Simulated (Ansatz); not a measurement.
Input, command and steps of an Ansatz relaxation.

```yaml
crystal:
  lattice:
    - [0.0, 6.3660371704, 6.3660371704]
    - [6.3660371704, 0.0, 6.3660371704]
    - [6.3660371704, 6.3660371704, 0.0]
  atoms:
    - { symbol: Ba, position: [0.0, 0.0, 0.0] }
    - { symbol: Ba, position: [0.0, 0.0, 0.5] }
    - { symbol: Ba, position: [0.0, 0.5, 0.0] }
    - { symbol: Ba, position: [0.0, 0.5, 0.5] }
    - { symbol: Ba, position: [0.5, 0.0, 0.0] }
    - { symbol: Ba, position: [0.5, 0.0, 0.5] }
    - { symbol: Ba, position: [0.5, 0.5, 0.0] }
    - { symbol: Ba, position: [0.5, 0.5, 0.5] }
    - { symbol: H, position: [0.125, 0.125, 0.125] }
basis:
  ecutwfc: 420
kpoints:
  mp_grid: { grid: [4, 4, 4] }
hamiltonian:
  xc: pbe
scf:
  occupations: { method: gaussian, width: 0.1 }
output:
  forces: true
  stress: true
  eigenvalues: true
relax:
  adjacent_minimum: "off"
  f_tol: 0.025
  max_steps: 70
  cell: { stress_tol: 0.12 }
```

```bash
ansatz run input.yaml --threads 2 --pin off --max-ram 5120MiB --backend cpu --events-out ev --progress --plain --runs-dir out
```

These are results of DFT PBE, scalar-relativistic, plane waves, PAW (Ansatz 0.2.0), not measurements.

Of 4 frames 4 are shown, positions in Å and forces in eV/Å; the SCF threshold varies from step to step. Steps run on the plane waves of an earlier cell, with a Pulay correction in the pressure. The basis is chosen afresh for the last frame, the zero of the energies, and can be on the way; energy and pressure step there, also at an unchanged geometry.

```xyz
9
Lattice="0.0000 6.3660 6.3660 6.3660 0.0000 6.3660 6.3660 6.3660 0.0000" Properties=species:S:1:pos:R:3:forces:R:3 pbc="T T T" step=1 free_energy_over_end_meV_per_atom=20.12 pressure_GPa=-0.20
Ba    0.0000    0.0000    0.0000    0.3230    0.3230    0.3230
Ba    3.1830    3.1830    0.0000   -0.3230   -0.3230    0.3230
Ba    3.1830    0.0000    3.1830   -0.3230    0.3230   -0.3230
Ba    6.3660    3.1830    3.1830    0.0270   -0.0270   -0.0270
Ba    0.0000    3.1830    3.1830    0.3230   -0.3230   -0.3230
Ba    3.1830    6.3660    3.1830   -0.0270    0.0270   -0.0270
Ba    3.1830    3.1830    6.3660   -0.0270   -0.0270    0.0270
Ba    6.3660    6.3660    6.3660    0.0270    0.0270    0.0270
H     1.5915    1.5915    1.5915    0.0000    0.0000    0.0000
9
Lattice="0.0000 6.3960 6.3960 6.3960 0.0000 6.3960 6.3960 6.3960 0.0000" Properties=species:S:1:pos:R:3:forces:R:3 pbc="T T T" step=2 free_energy_over_end_meV_per_atom=1.33 pressure_GPa=-0.10
Ba    0.1131    0.1131    0.1131   -0.0760   -0.0760   -0.0760
Ba    3.0849    3.0849    0.1131    0.0760    0.0760   -0.0760
Ba    3.0849    0.1131    3.0849    0.0760   -0.0760    0.0760
Ba    6.3988    3.1952    3.1952   -0.0240    0.0240    0.0240
Ba    0.1131    3.0849    3.0849   -0.0760    0.0760    0.0760
Ba    3.1952    6.3988    3.1952    0.0240   -0.0240    0.0240
Ba    3.1952    3.1952    6.3988    0.0240    0.0240   -0.0240
Ba    6.3988    6.3988    6.3988   -0.0240   -0.0240   -0.0240
H     1.5990    1.5990    1.5990    0.0000    0.0000    0.0000
9
Lattice="0.0000 6.3812 6.3812 6.3812 0.0000 6.3812 6.3812 6.3812 0.0000" Properties=species:S:1:pos:R:3:forces:R:3 pbc="T T T" step=3 free_energy_over_end_meV_per_atom=0.01 pressure_GPa=-0.11
Ba    0.0901    0.0901    0.0901    0.0100    0.0100    0.0100
Ba    3.1005    3.1005    0.0901   -0.0100   -0.0100    0.0100
Ba    3.1005    0.0901    3.1005   -0.0100    0.0100   -0.0100
Ba    6.3813    3.1905    3.1905   -0.0080    0.0080    0.0080
Ba    0.0901    3.1005    3.1005    0.0100   -0.0100   -0.0100
Ba    3.1905    6.3813    3.1905    0.0080   -0.0080    0.0080
Ba    3.1905    3.1905    6.3813    0.0080    0.0080   -0.0080
Ba    6.3813    6.3813    6.3813   -0.0080   -0.0080   -0.0080
H     1.5953    1.5953    1.5953    0.0000    0.0000    0.0000
9
Lattice="0.0000 6.3812 6.3812 6.3812 0.0000 6.3812 6.3812 6.3812 0.0000" Properties=species:S:1:pos:R:3:forces:R:3 pbc="T T T" step=4 free_energy_over_end_meV_per_atom=0.00 pressure_GPa=-0.11
Ba    0.0901    0.0901    0.0901    0.0100    0.0100    0.0100
Ba    3.1005    3.1005    0.0901   -0.0100   -0.0100    0.0100
Ba    3.1005    0.0901    3.1005   -0.0100    0.0100   -0.0100
Ba    6.3813    3.1905    3.1905   -0.0080    0.0080    0.0080
Ba    0.0901    3.1005    3.1005    0.0100   -0.0100   -0.0100
Ba    3.1905    6.3813    3.1905    0.0080   -0.0080    0.0080
Ba    3.1905    3.1905    6.3813    0.0080    0.0080   -0.0080
Ba    6.3813    6.3813    6.3813   -0.0080   -0.0080   -0.0080
H     1.5953    1.5953    1.5953    0.0000    0.0000    0.0000
```

The run took 39 s on 2 threads of Arm Neoverse V2, with other jobs on the host, peak memory 0.78 GiB.